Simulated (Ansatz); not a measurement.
# C: the cost of one run

Program: Ansatz 0.2.0. Level of theory: DFT LDA, scalar-relativistic, plane waves, PAW. These are calculated values, not measurements.

3 further runs of the same task are left out: 3 set aside as unsound or not needed.

### Step 1. The system as given

It takes space group Fmmm (No. 69, orthorhombic). Conventional cell: a = 2.445 Å, b = 4.233 Å, c = 6.726 Å, α = 90.00°, β = 90.00°, γ = 90.00°. Around C (site symmetry m2m) lie 3 C at 1.41 Å.

As a file:

```cif
data_structure
_symmetry_space_group_name_H-M 'P 1'
_symmetry_Int_Tables_number 1
_cell_length_a 3.9735
_cell_length_b 3.5783
_cell_length_c 2.4442
_cell_angle_alpha 80.158
_cell_angle_beta 62.534
_cell_angle_gamma 37.307
_cell_volume 17.40
loop_
_atom_site_label
_atom_site_type_symbol
_atom_site_fract_x
_atom_site_fract_y
_atom_site_fract_z
_atom_site_occupancy
C1 C 0.16670 0.83330 0.16670 1
C2 C 0.83330 0.16670 0.83330 1
```

It is the result of an earlier relaxation at this level (volume 8.70 Å³/atom; gap on the mesh: 0.08 eV).

### Step 2. Plan of the line

Gamma surface: rigid slide across a plane, one fault a cell; the plane is (0 0 1) of the conventional cell.

First coordinate, slide along a1: 9 values from 0.000 to 0.889, periodic. Second coordinate, slide along a2: 9 values from 0.000 to 0.889, periodic.

Nothing else is relaxed (rigid halves, spacing across the cut fixed). Energies count from the perfect crystal. Points are written as (first, second).

The two vectors of the plane (Å): (-1.223, -2.116, 0.000); (1.223, -2.116, 0.000).

### Step 3. The run at (2/9, 2/9) of the map's two axes

input.yaml reads:

```yaml
crystal:
  lattice:
    - [-1.2226660053, -2.116453411, 0.0]
    - [1.2226660053, -2.116453411, 0.0]
    - [0.0, -0.9406459604, 13.4515291704]
  atoms:
    - { symbol: C, position: [0.3055186559, 0.3055186559, 0.125] }
    - { symbol: C, position: [0.7499631004, 0.7499631004, 0.375] }
    - { symbol: C, position: [0.1944075448, 0.1944075448, 0.625] }
    - { symbol: C, position: [0.6388519893, 0.6388519893, 0.875] }
    - { symbol: C, position: [0.6389257885, 0.6389257885, 0.125] }
    - { symbol: C, position: [0.083370233, 0.083370233, 0.375] }
    - { symbol: C, position: [0.5278146774, 0.5278146774, 0.625] }
    - { symbol: C, position: [-0.0277408781, -0.0277408781, 0.875] }
basis:
  ecutwfc: 520.0
kpoints:
  mp_grid: { grid: [15, 15, 3] }
hamiltonian:
  xc: lda
  pseudopotentials: { kind: paw, azcp: { folder: soft_1 } }
scf:
  occupations: { method: gaussian, width: 0.03 }
output:
  forces: true
  stress: true
  eigenvalues: true
```

Started as:

```console
ansatz run input.yaml --threads 4 --pin off --max-ram 8192MiB --backend cpu --events-out ev --progress --plain --runs-dir out
```

Q: Estimate wall time and peak memory on 4 threads of Arm Neoverse N1, shared host.

About 13 s, with a peak of 0.57 GiB.
